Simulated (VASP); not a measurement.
Here is a VASP 6.6.1 calculation.

The input INCAR:

```
PREC = Accurate ; ENCUT = 600
EDIFF = 1E-6 ; ISMEAR = 0
SIGMA = 0.02 ; LREAL = F
LASPH = T ; NELM = 120
ALGO = Normal ; ISIF = 3
LWAVE = F ; LCHARG = F
METAGGA = R2SCAN ; LMIXTAU = T
IBRION = 2 ; NSW = 80
EDIFFG = -0.005 ; KPAR = 2
```

KPOINTS

```
regular mesh
0
Gamma
  9 9 9
```

File POSCAR:

```
GaSb
1.0
    0.0000000000      3.0686043000      3.0686043000
    3.0686043000      0.0000000000      3.0686043000
    3.0686043000      3.0686043000      0.0000000000
Ga Sb
1 1
Direct
    0.0000000000      0.0000000000      0.0000000000
    0.2500000000      0.2500000000      0.2500000000
```

Potentials or basis: VASP PAW PBE potentials, release 64 (Ga_d, Sb).

Launch:

```console
$ cat potpaw_PBE.64/Ga_d/POTCAR potpaw_PBE.64/Sb/POTCAR > POTCAR
$ mpirun -np 2 vasp_std > vasp.out
```

Problem. Estimate the relaxed cell.

Solution. a = 4.337 Å, b = 4.337 Å, c = 4.337 Å, α = 60.00°, β = 60.00°, γ = 60.00°.

Problem. Predict the relaxed volume.

Solution. 28.84 Å³/atom.

Problem. What does it give for the space group after relaxing (to 0.05 Å)?

Solution. F-43m (No. 216).

Problem. Predict the band gap on the k mesh.

Solution. 0.39 eV, direct.

Final structure:
```yaml
crystal:
  lattice:
    - [0.00000, 3.06679, 3.06679]
    - [3.06679, 0.00000, 3.06679]
    - [3.06679, 3.06679, 0.00000]
  atoms:
    - { symbol: Ga, position: [0.00000, 0.00000, 0.00000] }
    - { symbol: Sb, position: [0.25000, 0.25000, 0.25000] }
```

Caveat: the PAW data sets were made with another functional, which shifts forces and pressure a little; spin-orbit coupling is left out, which moves the levels of the heavy elements; an odd mesh through Γ misses points on the zone boundary, where band edges often lie. r2SCAN opens gaps a little over a GGA but as a rule still falls short of measured ones.
